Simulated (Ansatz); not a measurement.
# Ga: the cost of one run

Method: DFT PBEsol, scalar-relativistic, in Ansatz 0.2.0.

## (1) The starting structure

It takes space group I4/mmm (No. 139, tetragonal). The conventional cell has a = 2.808 Å, b = 2.808 Å, c = 4.458 Å, α = 90.00°, β = 90.00°, γ = 90.00°. Ga (site symmetry 4/mmm) has 12 Ga at 2.81 to 2.99 Å as nearest neighbours.

As a file:

```
CELL_PARAMETERS angstrom
-1.40400 1.40400 2.22900
1.40400 -1.40400 2.22900
1.40400 1.40400 -2.22900
ATOMIC_POSITIONS crystal
Ga 0.00000 0.00000 0.00000
```

## (2) After the deformation

Space group I4/mmm before, C2/m after.

## (3) LAPW, all electrons

Contents of input.yaml:

```yaml
crystal:
  lattice:
    - [-1.422165, 1.399875, 2.229]
    - [1.399875, -1.422165, 2.229]
    - [1.408125, 1.408125, -2.24304]
  atoms:
    - { symbol: Ga, position: [0.0, 0.0, 0.0] }
kpoints:
  mp_grid: { grid: [16, 16, 16] }
  band_path:
    path:
      - [0.0, 0.0, 0.0]
      - [0.5, 0.5, -0.5]
      - [0.1953038834, 0.8046961166, -0.5]
      - [-0.1953038834, 0.1953038834, 0.5]
      - [0.0, 0.0, 0.5]
      - [0.0, 0.0, 0.0]
      - [-0.5, 0.5, 0.0]
      - [0.0, 0.5, 0.0]
      - [0.0, 0.0, 0.0]
    npoints: 5
scf:
  occupations: { method: fermi_dirac, width: 0.03 }
hamiltonian:
  xc: pbesol
  pseudopotentials: { kind: all_electron, lapw: { basis_error: 0.001 } }
output:
  forces: true
  stress: true
  eigenvalues: true
```

Command:

```console
$ ansatz run input.yaml --threads 1 --pin off --max-ram 3072MiB --backend cpu --events-out ev --progress --plain --runs-dir out
```

**Question.** How long does this run take on 1 thread of Arm Neoverse V2, shared host, and how much memory does it need?

About 58 s, with a peak of 0.83 GiB.
